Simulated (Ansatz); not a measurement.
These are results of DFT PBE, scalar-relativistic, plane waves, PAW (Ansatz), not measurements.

Settings: cutoff 420 eV, Γ-centred mesh 10×10×10 on the computed 4-atom cell, Gaussian smearing of 0.10 eV; no spin polarisation.

Structure with the computed forces (eV/Å) in the last three columns:

```xyz
4
Lattice="4.4792 0.0000 0.0000 0.0000 4.4792 0.0000 0.0000 0.0000 4.4792" Properties=species:S:1:pos:R:3:forces:R:3 pbc="T T T" pressure_GPa=-0.11
Li    4.0045    0.4748    2.7144    0.1140   -0.1140   -0.1140
Li    1.7649    1.7649    1.7649    0.1140    0.1140    0.1140
Li    0.4748    2.7144    4.0045   -0.1140   -0.1140    0.1140
Li    2.7144    4.0045    0.4748   -0.1140    0.1140   -0.1140
```

Stress tensor (GPa, compression positive):

```
-0.11  0.00  0.00
 0.00 -0.11  0.00
 0.00  0.00 -0.11
```

This form isn't the element's structure at ambient conditions.